In the cubic, zinc-blende form of gallium nitride, with its atoms held still, the valence electrons alone weaken an electric field about sixfold. The square root of that factor, about 2.4, is the refractive index for light well below the band gap but above the lattice vibrations. The gap computed with common functionals is just under 2 eV, yet the transitions that do the screening cost some 10 eV on average. How far does the choice of functional move the screening when the atoms stay put?

GPAW 26.7.0, plane-wave PAW density-functional theory without spin-orbit coupling, for zinc-blende GaN in one fixed two-atom cell. The dielectric constant is electronic only (clamped ions), in the random-phase approximation with local fields. The k mesh is 8 × 8 × 8 for the ground state and 26 × 26 × 26 for the response, with Fermi-Dirac smearing of 0.001 eV.

```
functional                                           potentials  wave cutoff  dielectric xx
       LDA                                          JTH-PAW-2.0       600 eV          5.871
       PBE                 GPAW-PAW-data-sets-(gpaw-data-1.2.1)       650 eV          5.567
    PBEsol  PAW-data-sets-made-by gpaw-setup-for-the-functional       600 eV          5.711
      RPBE                 GPAW-PAW-data-sets-(gpaw-data-1.2.1)       600 eV          5.532
      AM05  PAW-data-sets-made-by gpaw-setup-for-the-functional       600 eV              ?
   GLLB-SC                 GPAW-PAW-data-sets-(gpaw-data-1.2.1)       550 eV              ?
```

**From LDA to the gradient-corrected rows.** The column dielectric xx is the constant for a field along x, and cubic symmetry makes it the same in every direction. The response uses a much denser k mesh than the ground state. LDA gives the largest known value, 5.87, but it differs from the next three rows in more than its functional. Its potentials keep the Ga 3d electrons in the valence, where they can polarise and where they push up the nitrogen-derived top of the valence band, narrowing the gap. The run recorded no warnings, but the data makers' general notes, which rest on tests of other systems, describe its outside data set as cut short. The random-phase response leaves out exchange and correlation in every row alike, so that doesn't set LDA apart. The drop of 0.16 from LDA to PBEsol therefore mixes several effects that these rows can't separate.

**PBE, PBEsol and RPBE.** These three freeze the 3d electrons, so they compare more fairly, though PBEsol's potentials come from another source than those of the other two. PBEsol, with its weaker gradient correction, has a gap of 1.76 eV and screens more than PBE, whose gap is 1.83 eV. The direction is what theory leads one to expect: a field polarises electrons by mixing in empty states, and costlier mixing means less polarisation. PBE and RPBE differ by only 0.6 % of the constant, too little to interpret if the optical matrix elements are uncertain by a few percent, a figure from the data makers' tests on other systems and not from these runs. The step from PBEsol to PBE is itself no larger than that uncertainty. The errors may partly cancel between rows, but this is untested, so the slope drawn from that step is tentative.

A simple model turns this into numbers. Replace the many transitions by one of energy $E$; the sum rule for oscillator strengths then gives

$$\varepsilon = 1 + (E_p/E)^2 ,$$

where $\varepsilon$ is the dielectric constant and $E_p$ the plasma energy, 22 eV for the density of eight valence electrons per cell. If $E$ were enormous, the electrons would be stiff and $\varepsilon$ would fall to 1. The PBEsol row sets $E$ to 10.1 eV. Against that scale a gap change of 0.1 eV is only 1 %, and it lowers $\varepsilon-1$ by about 2 %.

To forecast, I shift $E$ by the change in gap relative to PBEsol and fit one overall strength, 4.65, to $\varepsilon-1$ of the three frozen-3d rows. The model gets the direction from PBEsol to PBE right but less than half the slope: 0.9 per eV of gap, against 2.1 computed. One likely reason is that the band gap is one point in a broad spectrum, and the functional also moves transitions elsewhere in the crystal's bands. The change of potentials may add to the step.

**AM05.** This functional was built from models of the bulk and the surface of a solid, and its results usually lie close to those of PBEsol, so I assume PBEsol's gap and frozen 3d electrons. The forecast is a value close to PBEsol and PBE and below LDA: 5.65, within 5.53 to 5.77. The width is a judgement covering the known misfits and the change of potentials.

**GLLB-SC.** Its potential depends on the orbital energies and usually opens the gap between the computed levels beyond that of the gradient-corrected functionals. It does so even before the derivative discontinuity, the extra jump needed for the true gap, which I assume isn't added in the response. With no gap for this row at hand, I guess an opening of 0.7 eV over PBEsol, plausibly 0.3 to 1.1 eV, and again assume frozen 3d electrons. Then

$$\varepsilon \approx 1 + 4.646\left(\frac{10.1}{10.1+0.7}\right)^2 \approx 5.06 .$$

The forecast is clearly the lowest value in the table, within 4.66 to 5.46.

The withheld rows as computed:

```
functional                                           potentials  wave cutoff  dielectric xx
      AM05  PAW-data-sets-made-by gpaw-setup-for-the-functional       600 eV          5.616
   GLLB-SC                 GPAW-PAW-data-sets-(gpaw-data-1.2.1)       550 eV          4.986
```

**What the two rows teach.** Both runs froze the 3d electrons, as assumed. AM05 comes out at 5.62, inside its range, with the model 0.03 too high. This hit is weak evidence for the mechanism, because the plain average of the three frozen-3d rows does at least as well. The assumed gap was also too small: the run has 1.84 eV, the widest of the four gradient-corrected functionals, yet AM05 screens slightly more than PBE and RPBE. The gap alone doesn't order rows that lie this close, and the potentials differ too. PBEsol is the fairest partner, because its potentials were made the same way. From PBEsol to AM05 the constant falls by about 1.2 per eV of gap, much nearer the model's 0.9 than the 2.1 found from PBEsol to PBE. Functionals of such similar build leave the screening nearly alone.

GLLB-SC is the sharper case. At 4.99 it is the lowest row, 13 % below PBEsol, and the model is 0.08 too high. The plain average misses by 0.62, so a constant independent of the functional fails here. But the close number is partly luck. The run's gap is 2.08 eV, an opening of only 0.3 eV over PBEsol and less than half my guess. With that opening the model gives 5.38, about 0.4 too high. I guessed too wide a gap, the model responds too weakly to it, and the two errors nearly cancel. Read through the sum rule, the average transition energy rises from 10.1 eV in PBEsol to 11.0 eV here, nearly three times the change in the gap. This suggests that the functional shifts much of the spectrum, not just its lower edge. As in every row, the response leaves out exchange and correlation, and the table can't tell how much this functional's own terms would matter.

For practical use, the spread among the four gradient-corrected functionals is about 3 %, though the rows are a selection that leaves out failed runs and some with graver warnings. A different choice matters as much: these constants let electrons respond to the electrostatic field alone, and adding a simple local term for exchange and correlation (for LDA, exchange alone) to the response raises the LDA and PBE values by about 4 %. Gradient-corrected functionals are known to put the gap of GaN well below the measured one, which by itself is expected to make the screening too strong. The table holds no measured constant, so it can't rank the functionals by accuracy. The printed output below gives the fits and the miss of each row.

Numerical output:

```
Plasma energy of the 8 valence electrons, eV: 21.96
Mean transition energy from the PBEsol row, eV: 10.12
LDA minus PBEsol, dielectric constant: 0.16
PBEsol minus PBE, dielectric constant: 0.144
PBE minus RPBE, dielectric constant: 0.035
Smallest lowering by local fields, known rows: 0.2777
Largest lowering by local fields, known rows: 0.2882
Rise of LDA with the ALDA_X kernel: 0.2291
Rise of PBE with the ALDA kernel: 0.2433
Fall per eV of gap from PBEsol to PBE, computed: 2.087
Fall per eV of gap in the sum-rule model: 0.9314
fit of eps - 1 on 3 rows (frozen == 1): coefficient of factor 4.646 +/- 0.034; rms 0.0478, worst PBEsol -0.0646, leave-one-out rms 0.0719
  rows outside the fit (model, value, miss): LDA 4.679, 4.871, -0.192; AM05 4.646, 4.616, 0.0304; GLLB-SC 4.064, 3.986, 0.0784
fit of eps on 3 rows (frozen == 1): constant 5.603 +/- 0.055; rms 0.0775, worst PBEsol -0.108, leave-one-out rms 0.116
  rows outside the fit (model, value, miss): LDA 5.603, 5.871, -0.268; AM05 5.603, 5.616, -0.0127; GLLB-SC 5.603, 4.986, 0.617
Sum-rule model against calculation:
      row  model  forecast half-width  computed  model less computed
      LDA  5.679                    0     5.871              -0.1923
      PBE  5.584                    0     5.567              0.01662
   PBEsol  5.646                    0     5.711             -0.06464
     RPBE  5.581                    0     5.532              0.04892
     AM05  5.646                 0.12     5.616              0.03036
  GLLB-SC  5.064                  0.4     4.986              0.07842
GLLB-SC model value if its gap opens by only 0.3 eV: 5.383
GLLB-SC model value if its gap opens by 1.1 eV: 4.78
```
